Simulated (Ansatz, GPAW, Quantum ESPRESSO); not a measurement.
**Sn: 3 runs at one level of theory**

```
Sn
1.0
    -2.94014    2.94014    1.59930
     2.94014   -2.94014    1.59930
     2.94014    2.94014   -1.59930
Sn
2
Cartesian
  0.0000 0.0000 0.0000
  0.0000 2.9401 0.7997
```

Alike in all runs: task band structure; functional PBEsol; k mesh 9 × 9 × 9; occupations fermi-dirac, width 0.05 eV; no spin polarisation; no spin-orbit coupling. Pressure is positive in compression and, in plane waves, holds the error of the finite cutoff.

```csv
program and potentials,plane-wave cutoff (eV),notes,pressure (GPa)
"Ansatz, all-electron LAPW, scalar-relativistic",-,-,?
"Quantum ESPRESSO, PseudoDojo 0.4.1 SR PBEsol standard",980,-,-1.36
"GPAW, PAW data sets generated for this functional",600,-,-1.70
```

Question: Estimate from the other rows what the run with Ansatz, all-electron LAPW, scalar-relativistic gave.

Answer: Pressure -1.44 GPa. The other rows, which needn't bracket it: pressure -1.70 to -1.36.
